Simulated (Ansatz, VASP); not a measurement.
One calculation of GaCo, two programs

File INCAR:

```
SYSTEM = GaCo
PREC = Accurate ; ENCUT = 520
EDIFF = 1E-6 ; ISMEAR = -1
SIGMA = 0.05 ; LREAL = .FALSE.
LASPH = .TRUE. ; NELM = 150
ALGO = Normal ; ISIF = 2
LWAVE = .FALSE. ; LCHARG = .FALSE.
ISPIN = 2 ; MAGMOM = 0 2
LORBIT = 11 ; LMAXMIX = 4
GGA = PE ; NBANDS = 22
```

The input KPOINTS:

```
Automatic mesh
0
G
  9 9 9
  0 0 0
```

Contents of POSCAR:

```
GaCo
1.0
    2.9344457029      0.0000000000      0.0000000000
    0.0000000000      2.9344457029      0.0000000000
    0.0000000000      0.0000000000      2.9344457029
Ga Co
1 1
Direct
    0.5000000000      0.5000000000      0.5000000000
    0.0000000000      0.0000000000      0.0000000000
```

File input.yaml:

```yaml
crystal:
  lattice:
    - [2.9344457029, 0.0, 0.0]
    - [0.0, 2.9344457029, 0.0]
    - [0.0, 0.0, 2.9344457029]
  atoms:
    - { symbol: Ga, position: [0.5, 0.5, 0.5] }
    - { symbol: Co, position: [0.0, 0.0, 0.0], spin: 2.0 }
kpoints:
  mp_grid: { grid: [9, 9, 9] }
scf:
  occupations: { method: fermi_dirac, width: 0.05 }
hamiltonian:
  xc: pbe
  pseudopotentials: { kind: all_electron, lapw: { basis_error: 0.0005 } }
magnetization:
  spin_polarized: true
output:
  forces: true
  stress: true
  eigenvalues: true
```

Change from the starting cell: volume scaled by 1.06.

Alike in both runs: task single point; functional PBE; k mesh 9 × 9 × 9; occupations fermi-dirac, width 0.05 eV; collinear spin.

```csv
,VASP,Ansatz
version,VASP 6.6.1,Ansatz 0.2.0
potentials or method,"VASP PAW PBE potentials, release 64 (Ga_d, Co)","all-electron LAPW, scalar-relativistic"
plane-wave cutoff (eV),520,see its input
```

Ansatz gave:

| Property | Result |
| --- | --- |
| gap on the k mesh at the Fermi level (eV) | none |
| pressure (GPa) | -8.3 |
| net moment per atom (μB) | 0.07 |
| size of the moment on the site where the two differ most (μB) | 0.16 |

Q: Which values does VASP return?

A: gap on the k mesh at the Fermi level (eV): none; pressure (GPa): -8.2; net moment per atom (μB): 0.05; size of the moment on the site where the two differ most (μB): 0.11.

Site moments also hang on the region over which each program counts them. A gap of «none» marks a metal or a gap that the smearing closes. Ansatz ran all-electron here, so the differences hold the error of VASP's frozen core and of both bases.

Caveats: the starting moments weren't kept (Ansatz).
